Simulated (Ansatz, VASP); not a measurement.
This is a calculation of WS2 for VASP 6.6.1.

The input INCAR:

```
SYSTEM = WS2
ALGO     = Normal         ! electronic algorithm
EDIFF    = 1E-8           ! SCF threshold, eV
ENCUT    = 520            ! plane-wave cutoff, eV
GGA      = PE             ! functional
ISIF     = 2              ! what is computed and relaxed
ISMEAR   = -1             ! smearing method
LASPH    = .TRUE.         ! aspherical terms in the spheres
LCHARG   = .FALSE.        ! write CHGCAR
LEFG     = .TRUE.       
LREAL    = .FALSE.        ! projectors in reciprocal space
LWAVE    = .FALSE.        ! write WAVECAR
NBANDS   = 20             ! bands
NELM     = 80             ! most SCF steps
PREC     = Accurate       ! precision mode
SIGMA    = 0.05           ! smearing width, eV
```

The input KPOINTS:

```
k-points
0
G
  10 10 10
  0 0 0
```

File POSCAR:

```
WS2
1.0
    1.5790001700      0.9116361700      6.1633291500
   -1.5790001700      0.9116361700      6.1633291500
    0.0000000000     -1.8232723400      6.1633291500
W S
1 2
Direct
    0.0000000000      0.0000000000      0.0000000000
    0.7503000000      0.7503000000      0.7503000000
    0.5810000000      0.5810000000      0.5810000000
```

Potentials or basis: VASP PAW PBE potentials, release 64 (W_sv, S).

The run is started by

```sh
$ cat potpaw_PBE.64/W_sv/POTCAR potpaw_PBE.64/S/POTCAR > POTCAR
$ mpirun -np 1 vasp_std > vasp.out
```

Q: Set up the same calculation for Ansatz 0.2.0. Potentials there: all-electron PAW datasets made for the crystal.

A: As run (the cutoff follows the program's own potentials):

Contents of input.yaml:

```yaml
crystal:
  lattice:
    - [1.57900017, 0.91163617, 6.16332915]
    - [-1.57900017, 0.91163617, 6.16332915]
    - [0.0, -1.82327234, 6.16332915]
  atoms:
    - { symbol: W, position: [0.0, 0.0, 0.0] }
    - { symbol: S, position: [0.7503, 0.7503, 0.7503] }
    - { symbol: S, position: [0.581, 0.581, 0.581] }
kpoints:
  mp_grid: { grid: [10, 10, 10] }
scf:
  occupations: { method: fermi_dirac, width: 0.05 }
hamiltonian:
  xc: pbe
  pseudopotentials: { kind: all_electron, datasets: crystal }
output:
  forces: true
  stress: true
  eigenvalues: true
  efg: {}
```

Potentials or basis: all-electron PAW datasets made for the crystal.

Run with:

```console
$ ansatz run input.yaml --threads 2 --pin off --max-ram 6144MiB --backend cpu --events-out ev --progress --plain --runs-dir out
```

Both were run:

|  | VASP | Ansatz | Ansatz less VASP |
| --- | --- | --- | --- |
| gap on the k mesh at the Fermi level (eV) | 1.08 | 1.07 | -0.012 |
| least direct gap on the mesh (eV) | 2.24 | 2.24 | -0.003 |
| pressure (GPa) | 4.5 | 4.6 | +0.09 |
| largest component of the traceless stress (GPa) | 0.35 | 0.34 | -0.011 |
| rms of the force components (eV/Å) | 0.268 | 0.268 | 0.0000 |
| Vzz of the field gradient on the site that differs most (V/Å²) | -153.5 | -169.3 | -15.71 |

Atom by atom the forces differ by 0.000 eV/Å (rms over components). Ansatz ran all-electron here, so the differences hold the error of VASP's frozen core and of both bases.

Caveats: spin-orbit coupling is left out, which moves the levels of the heavy elements. A k mesh can miss the band edges.
